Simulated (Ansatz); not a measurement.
# GaSb: the cost of one run

Computed with Ansatz 0.2.0 (DFT PBE, scalar-relativistic, plane waves, PAW, unless a step's input says otherwise).

The COD entry's cell or inner coordinates are ideal or old and differ from later refinements, so a difference from it is no clean test against experiment.

4 further runs of the same task are left out: 4 set aside as unsound or not needed.

**1. Starting point**

It takes space group F-43m (No. 216, cubic). Conventional cell: a = 6.216 Å, b = 6.216 Å, c = 6.216 Å, α = 90.00°, β = 90.00°, γ = 90.00°. Ga (site symmetry -43m) is surrounded by 4 Sb at 2.69 Å. Sb (site symmetry -43m) is surrounded by 4 Ga at 2.69 Å.

As a file:

```cif
data_structure
_symmetry_space_group_name_H-M 'F-43m'
_symmetry_Int_Tables_number 216
_cell_length_a 6.2156
_cell_length_b 6.2156
_cell_length_c 6.2156
_cell_angle_alpha 90.000
_cell_angle_beta 90.000
_cell_angle_gamma 90.000
_cell_volume 240.13
loop_
_atom_site_label
_atom_site_type_symbol
_atom_site_symmetry_multiplicity
_atom_site_Wyckoff_symbol
_atom_site_fract_x
_atom_site_fract_y
_atom_site_fract_z
_atom_site_occupancy
Ga1 Ga 4 a 0.00000 0.00000 0.00000 1
Sb1 Sb 4 c 0.25000 0.25000 0.25000 1
```

It is the result of an earlier relaxation at this level (volume 30.02 Å³/atom; gap on the mesh: none (metal)).

**2. Phonons at the zone centre**

input.yaml reads:

```yaml
crystal:
  lattice:
    - [0.0, 3.1330466061, 3.1330466061]
    - [3.1330466061, 0.0, 3.1330466061]
    - [3.1330466061, 3.1330466061, 0.0]
  atoms:
    - { symbol: Ga, position: [0.0, 0.0, 0.0] }
    - { symbol: Sb, position: [0.75, 0.75, 0.75] }
basis:
  ecutwfc: 420
kpoints:
  mp_grid: { grid: [12, 12, 12] }
hamiltonian:
  xc: pbe
scf:
  occupations: { method: fermi_dirac, width: 0.15 }
output:
  eigenvalues: true
phonons:
  method: dfpt
  eigenvectors: true
```

Started as:

```sh
ansatz run input.yaml --threads 1 --pin off --max-ram 3072MiB --backend cpu --events-out ev --progress --plain --runs-dir out
```

What time and memory should one allow on 1 thread of Arm Neoverse V1, shared host?

About 75 s, with a peak of 0.81 GiB.
